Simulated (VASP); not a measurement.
Wanted: the native input for a VASP 6.6.1 run.

| Property | Result |
| --- | --- |
| Task | single point |
| Functional | PBE |
| Potentials or basis | VASP PAW PBE potentials, release 64 (Pb_d, Se) |
| Cutoff | 520 eV |
| k mesh | 8 × 8 × 8 |
| Occupations | gaussian, width 0.017 eV |
| Spin | no spin polarisation |
| Further INCAR settings | ALGO = Normal; EDIFF = 1e-06; NBANDS = 17 |

The structure of PbSe (Clausthalite) lies in POSCAR:

```
PbSe
1.0
    0.0000000000      3.0606500000      3.0606500000
    3.0606500000      0.0000000000      3.0606500000
    3.0606500000      3.0606500000      0.0000000000
Pb Se
1 1
Direct
    0.0000000000      0.0000000000      0.0000000000
    0.5000000000      0.5000000000      0.5000000000
```

One way to write it, as run:

INCAR

```
ALGO = Normal ; EDIFF = 1E-6
ENCUT = 520 ; GGA = PE
ISIF = 2 ; ISMEAR = 0
LASPH = T ; LCHARG = T
LELF = T ; LREAL = F
LVHAR = T ; LWAVE = F
NBANDS = 17 ; NELM = 60
PREC = Accurate ; SIGMA = 0.017
```

KPOINTS

```
k-points
0
Gamma
  8 8 8
```

Potentials or basis: VASP PAW PBE potentials, release 64 (Pb_d, Se).

Launch:

```console
$ cat potpaw_PBE.64/Pb_d/POTCAR potpaw_PBE.64/Se/POTCAR > POTCAR
$ mpirun -np 1 vasp_std > vasp.out
```

Results of the run:

| Item | Value |
| --- | --- |
| Pressure | 2.4 GPa |
| Band gap on the k mesh | 0.29 eV, direct |

Caveat: spin-orbit coupling is left out, which as a rule narrows the gap of such compounds by several tenths of an eV.

It took 13 s on 1 thread of AMD EPYC 9R45 96-Core Processor (Zen 5) (shared host), peak memory 0.16 GiB.
